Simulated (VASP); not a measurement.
A run of VASP 6.6.1 is set up as follows.

INCAR

```
ALGO = Fast ; EDIFF = 1E-6
ENCUT = 520 ; GGA = PE
ISIF = 2 ; ISMEAR = 0
LASPH = True ; LCHARG = True
LELF = True ; LREAL = False
LVHAR = True ; LWAVE = False
NBANDS = 13 ; NELM = 80
PREC = Accurate ; SIGMA = 0.1
```

KPOINTS

```
k-points
0
Gamma
  12 12 12
```

File POSCAR:

```
AlH5
1.0
    3.4460515927      0.0000000000      0.0000000000
    0.0000000000      3.4460515927      0.0000000000
    0.0000000000      0.0000000000      3.4460515927
Al H
1 5
Direct
    0.0000000000      0.0000000000      0.0000000000
    0.2823879496      0.2823879496      0.2823879496
    0.7176120504      0.7176120504      0.2823879496
    0.7176120504      0.2823879496      0.7176120504
    0.2823879496      0.7176120504      0.7176120504
    0.5000000000      0.5000000000      0.5000000000
```

Potentials or basis: VASP PAW PBE potentials, release 64 (Al, H).

Command:

```sh
$ cat potpaw_PBE.64/Al/POTCAR potpaw_PBE.64/H/POTCAR > POTCAR
$ mpirun -np 1 vasp_std > vasp.out
```

(1) Estimate the largest force.

(2) Predict the pressure.

## Answers

(1) 0.011 eV/Å.

(2) -0.3 GPa.
